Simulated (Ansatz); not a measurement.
Zone-centre phonons of BN at 9 GPa: input and output

These are results of Ansatz, DFT LDA, scalar-relativistic, plane waves, PAW, not measurements.

Launched with:
```bash
ansatz run input.yaml --threads 1 --pin off --max-ram 3072MiB --backend cpu --events-out ev --progress --plain --runs-dir out
```

Input (bare energies are in eV):
```yaml
crystal:
  lattice:
    - [1.2363443025, 0.7138037159, 2.8171288575]
    - [-1.2363443025, 0.7138037159, 2.8171288575]
    - [0.0, -1.4276074318, 2.8171288575]
  atoms:
    - { symbol: B, position: [1.0004970133, 1.0004970133, 1.0004970133] }
    - { symbol: "N", position: [0.3319359867, 0.3319359867, 0.3319359867] }
basis:
  ecutwfc: 420
kpoints:
  mp_grid: { grid: [12, 12, 12] }
hamiltonian:
  xc: lda
scf:
  occupations: { method: fixed }
output:
  eigenvalues: true
phonons:
  method: dfpt
  dielectric: true
  rigid_motions: translations
  eigenvectors: true
```

The end of the output:
```
--- Phonons (Γ-DFPT): 4 representative perturbations + reference, on 476 of 1728 k-points (Σ response iterations 12) ---
  k mesh reduced under 2 symmetry operations, with k and −k counted as one. Each operation leaves every solved perturbation unchanged. A smaller set is not considered because the run solves the response ...
  ASR residual: 4.527e-4 → 0.000e0 eV/Å²; symmetrization residual: 8.940e-7 eV/Å²
  ASR residual per site (eV/Å²): 4.53e-4 3.25e-4
  Γ frequencies (cm⁻¹): 0.00 0.00 0.00 704.22 1422.14 1422.14
  ε∞ (high-frequency dielectric tensor):
        5.391865    -0.000000     0.000000
       -0.000000     5.391865     0.000000
        0.000000     0.000000     3.592685
  ε⁰ (static dielectric tensor: ions relaxed, cell fixed):
        7.289791    -0.000000     0.000000
       -0.000000     7.289791     0.000000
        0.000000     0.000000     4.885949
  ε⁰ − ε∞ (ionic part):
        1.897927    -0.000000     0.000000
       -0.000000     1.897927     0.000000
        0.000000     0.000000     1.293264
  softest optical mode at Γ: 704.22 cm⁻¹; the repairs (sum rule, projections) moved no ω² at Γ by more than (3.39 cm⁻¹)²
  Born effective charges Z* (e; rows j = field, columns β = displacement):
    site 0:
         2.66453   -0.00000    0.00000
        -0.00000    2.66453    0.00000
         0.00000    0.00000    1.08915
    site 1:
        -2.66453    0.00000   -0.00000
         0.00000   -2.66453   -0.00000
        -0.00000   -0.00000   -1.08915
  Z* charge neutrality: 9.072e-6 e pre-enforcement
  k-mesh period / interband length: 29.7 Å / 1.40 Å = 21.25 at k = (0.0000, -0.5000, -0.5000), direct gap 5.445 eV — 14 or more, which is no proof of convergence
  optical modes at Γ without the LO–TO term, one row a degenerate level:
      ω (cm⁻¹) modes IR ((D/Å)²/amu)
        704.22      1             4.4856
       1422.14      2            53.6921
  optical modes at Γ + LO–TO along q̂ = [1.0000, 0.0000, 0.0000]:
      ω (cm⁻¹) modes IR ((D/Å)²/amu)
        704.22      1             4.4856
       1422.14      1            26.8461
       1653.60      1            26.8461
  optical modes at Γ + LO–TO along q̂ = [0.0000, 1.0000, 0.0000]:
      ω (cm⁻¹) modes IR ((D/Å)²/amu)
        704.22      1             4.4856
       1422.14      1            26.8461
       1653.60      1            26.8461
  optical modes at Γ + LO–TO along q̂ = [0.0000, 0.0000, 1.0000]:
      ω (cm⁻¹) modes IR ((D/Å)²/amu)
        821.24      1             4.4856
       1422.14      2            53.6921
```

The run took 73 s on 1 thread of AMD EPYC 7R43 64-Core Processor (Zen 3) (shared host), peak memory 0.51 GiB.

The crystal is built of layers and no dispersion correction was added, so the binding between them is poorly described, and with it their spacing and whatever depends on it.

This form isn't the usual stable structure of the compound at low pressure.